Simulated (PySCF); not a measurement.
Isomers of C3H4N2 side by side.

PySCF, wB97X-D/def2-SVPD, density fitting, gas phase; each molecule at its own PBE0-D3(BJ)/def2-SVP geometry, one conformer. Singlet excitations by full TDDFT with frozen cores, triplets by Tamm–Dancoff TDDFT and ionisation energies by ΔSCF, from the lowest of the holes tried. 

Torsions of the conformers computed, which needn't be the lowest (atom-mapped SMILES):
- `[H]/[N:5]=[CH:4]/[CH2:3][C:2]#[N:1]`: C2–C3–C4–N5 -135°
- `[CH2:1]=[N:2][CH2:3][C:4]#[N:5]`: C1–N2–C3–C4 124°

Reference: `[H]/N=C/CC#N`, with HOMO energy -10.39 eV, LUMO energy 0.81 eV, lowest singlet excitation 5.41 eV, lowest triplet excitation 4.60 eV, mean polarisability 47.5 au, dipole moment 3.30 D and vertical ionisation energy 10.91 eV.

Changes against it:

```json
{"molecule": "C/N=C/C#N", "Δ electronic energy (kcal/mol)": "+7.9", "Δ HOMO energy (eV)": "-0.01", "Δ LUMO energy (eV)": "-1.14", "Δ lowest singlet excitation (eV)": "-0.91", "Δ lowest triplet excitation (eV)": "-0.88", "Δ mean polarisability (au)": "+3.6", "Δ dipole moment (D)": "+1.37", "Δ vertical ionisation energy (eV)": "-0.23"}
{"molecule": "c1c[nH]cn1", "Δ electronic energy (kcal/mol)": "-25.5", "Δ HOMO energy (eV)": "+1.84", "Δ LUMO energy (eV)": "+1.46", "Δ lowest singlet excitation (eV)": "+1.17", "Δ lowest triplet excitation (eV)": "+0.03", "Δ mean polarisability (au)": "-0.7", "Δ dipole moment (D)": "+0.53", "Δ vertical ionisation energy (eV)": "-1.96"}
{"molecule": "C/N=C\\C#N", "Δ electronic energy (kcal/mol)": "+7.8", "Δ HOMO energy (eV)": "+0.11", "Δ LUMO energy (eV)": "-1.17", "Δ lowest singlet excitation (eV)": "-0.99", "Δ lowest triplet excitation (eV)": "-0.98", "Δ mean polarisability (au)": "+1.5", "Δ dipole moment (D)": "-1.25", "Δ vertical ionisation energy (eV)": "-0.32"}
{"molecule": "[H]/N=C(/C)C#N", "Δ electronic energy (kcal/mol)": "-1.3", "Δ HOMO energy (eV)": "-0.37", "Δ LUMO energy (eV)": "-1.08", "Δ lowest singlet excitation (eV)": "-0.47", "Δ lowest triplet excitation (eV)": "-0.46", "Δ mean polarisability (au)": "+0.7", "Δ dipole moment (D)": "-1.28", "Δ vertical ionisation energy (eV)": "+0.19"}
```

Rows whose labels were lost:

```json
{"row": "P", "Δ electronic energy (kcal/mol)": "-14.1", "Δ HOMO energy (eV)": "+1.26", "Δ LUMO energy (eV)": "+1.37", "Δ lowest singlet excitation (eV)": "+1.47", "Δ lowest triplet excitation (eV)": "+0.21", "Δ mean polarisability (au)": "-0.8", "Δ dipole moment (D)": "-0.96", "Δ vertical ionisation energy (eV)": "-1.39"}
{"row": "Q", "Δ electronic energy (kcal/mol)": "+10.4", "Δ HOMO energy (eV)": "+0.21", "Δ LUMO energy (eV)": "-0.15", "Δ lowest singlet excitation (eV)": "-0.33", "Δ lowest triplet excitation (eV)": "-0.31", "Δ mean polarisability (au)": "+0.6", "Δ dipole moment (D)": "+1.57", "Δ vertical ionisation energy (eV)": "-0.29"}
```

Q: Which row belongs to which of `c1cn[nH]c1` and `C=NCC#N`?

A: P = `c1cn[nH]c1` and Q = `C=NCC#N`. P and Q are told apart most clearly by the electronic energy (-14.1 against +10.4 kcal/mol).

Q: Which row has the smallest HOMO–LUMO gap and which the largest, and does the HOMO or the LUMO shift more there?

A: Smallest, counted from the reference: `C/N=C\C#N`, -1.28 eV (HOMO +0.11, LUMO -1.17), the larger shift being that of the LUMO. Largest: P, +0.11 eV (HOMO +1.26, LUMO +1.37), the larger shift being that of the LUMO.

The pairwise dispersion term of wB97X-D wasn't added to the energies; at a given geometry it leaves orbitals and properties as they are.
